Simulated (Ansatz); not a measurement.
**Convergence notes, G0W0 on BP (F-43m)**

A 2-atom cell of BP started from a crystallographic database, relaxed with r2SCAN; one-shot G0W0 in Ansatz without spin-orbit coupling. Calculated for a static, non-magnetic cell.

```cif
data_structure
_symmetry_space_group_name_H-M 'P 1'
_symmetry_Int_Tables_number 1
_cell_length_a 3.2079
_cell_length_b 3.2079
_cell_length_c 3.2079
_cell_angle_alpha 60.000
_cell_angle_beta 60.000
_cell_angle_gamma 60.000
_cell_volume 23.34
loop_
_atom_site_label
_atom_site_type_symbol
_atom_site_fract_x
_atom_site_fract_y
_atom_site_fract_z
_atom_site_occupancy
B1 B 0.00000 0.00000 0.00000 1
P1 P 0.25000 0.25000 0.25000 1
```

Gaps are read over the mesh points alone. G0W0 here is at a finite number of bands, screening cutoff and k mesh, not at the basis limit.
```tsv
start	potentials	frequency model	mesh	empty bands	screening cutoff (eV)	Kohn-Sham gap (eV)	G0W0 gap (eV)	rough cost
PBE	PAW	contour deformation	6×6×6	37	80	1.33	1.83	7 core-seconds
PBE	PAW	contour deformation	6×6×6	87	140	1.33	1.97	15 core-seconds
PBE	PAW	contour deformation	6×6×6	161	210	1.33	2.03	50 core-seconds
HSE06	PAW	contour deformation	6×6×6	87	140	2.06	2.27	40 core-seconds
LDA	PAW	contour deformation	6×6×6	87	140	1.30	1.95	15 core-seconds
r2SCAN	PAW	contour deformation	6×6×6	87	140	1.50	2.09	22 core-seconds
PBE	PAW	Godby-Needs pole	6×6×6	87	140	1.33	1.94	15 core-seconds
PBE	PAW	contour deformation	8×8×8	37	80	1.27	1.82	30 core-seconds
PBE	norm-conserving	contour deformation	6×6×6	87	140	1.34	1.97	40 core-seconds
```

The quasiparticle gap on this mesh is 2.03 eV (Γ to X), against 1.33 eV from PBE: +0.70 eV. Renormalisation factors Z lie between 0.76 and 0.81.

Raising bands and cutoff together moves the gap by +0.14 eV (80 to 140 eV), then +0.06 eV (140 to 210 eV); the last step is still large, so the basis limit isn't reached. Starting from HSE06 (2.06 eV against PBE's 1.33 eV) gives 2.27 eV, +0.30 eV from G0W0@PBE at the same screening cutoff. Starting from LDA (1.30 eV against PBE's 1.33 eV) gives 1.95 eV, -0.02 eV from G0W0@PBE at the same screening cutoff. Starting from r2SCAN (1.50 eV against PBE's 1.33 eV) gives 2.09 eV, +0.12 eV from G0W0@PBE at the same screening cutoff. The Godby-Needs plasmon pole differs from contour deformation by -0.03 eV. An 8×8×8 mesh in place of 6×6×6 changes the opening over PBE by +0.05 eV (the gap on the mesh by -0.01 eV, the PBE gap by -0.06 eV). Norm-conserving potentials (wave cutoff 1116 eV against 420 eV) shift the quasiparticle gap by 0.00 eV and the PBE gap by +0.01 eV. r2SCAN runs take a wave cutoff of 500 eV.
